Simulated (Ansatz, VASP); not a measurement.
**One calculation of Hf, two programs**

INCAR

```
PREC = Accurate ; ENCUT = 600
EDIFF = 1E-6 ; ISMEAR = 0
SIGMA = 0.1 ; LREAL = F
LASPH = T ; NELM = 60
ALGO = Fast ; ISIF = 3
LWAVE = F ; LCHARG = F
GGA = PE ; IBRION = 2
NSW = 90 ; EDIFFG = -0.04
```

File KPOINTS:

```
Automatic mesh
0
Gamma
  8 8 6
```

File POSCAR:

```
Hf
1.0
    2.2950110800      0.0000000000      0.0000000000
    0.0000000000      2.2950110800      0.0000000000
    0.0000000000      0.0000000000      2.9390226300
Hf
1
Direct
    0.5000000000      0.5000000000      0.5000000000
```

Input for Ansatz:

```yaml
crystal:
  lattice:
    - [2.29501108, 0.0, 0.0]
    - [0.0, 2.29501108, 0.0]
    - [0.0, 0.0, 2.93902263]
  atoms:
    - { symbol: Hf, position: [0.5, 0.5, 0.5] }
basis:
  ecutwfc: 420
kpoints:
  mp_grid: { grid: [8, 8, 6] }
hamiltonian:
  xc: pbe
scf:
  occupations: { method: gaussian, width: 0.1 }
  lower_state_search: "off"
output:
  forces: true
  stress: true
  eigenvalues: true
relax:
  adjacent_minimum: "off"
  f_tol: 0.04
  max_steps: 70
  cell: { stress_tol: 0.4 }
```

Alike in both runs: task relaxation of cell and atoms; functional PBE; k mesh 8 × 8 × 6; occupations gaussian, width 0.1 eV; no spin polarisation.

|  | VASP | Ansatz |
| --- | --- | --- |
| version | VASP 6.6.1 | Ansatz 0.2.0 |
| potentials or method | VASP PAW PBE potentials, release 64 (Hf_pv) | scalar-relativistic, plane waves, PAW |
| plane-wave cutoff (eV) | 600 | 420 |
| valence electrons in the cell | 10 | 26 |

```tsv
	VASP	Ansatz	Ansatz less VASP
gap on the k mesh at the Fermi level, each at its own relaxed structure (eV)	none	none	-
relaxed volume (Å³/atom)	24.70	24.82	+0.121
relaxed cell length with the largest relative difference (Å)	2.924	2.930	+0.0059
energy change over the relaxation (meV/atom)	-2661	-2723	-62.4
```

A gap of «none» marks a metal or a gap that the smearing closes. The two sets of potentials don't hold the same shells in valence.

Caveats: the volume moved by over 15 % at a fixed basis, so the end points are rough (VASP). The runs have no spin-orbit coupling, so splittings on Hf are missing.
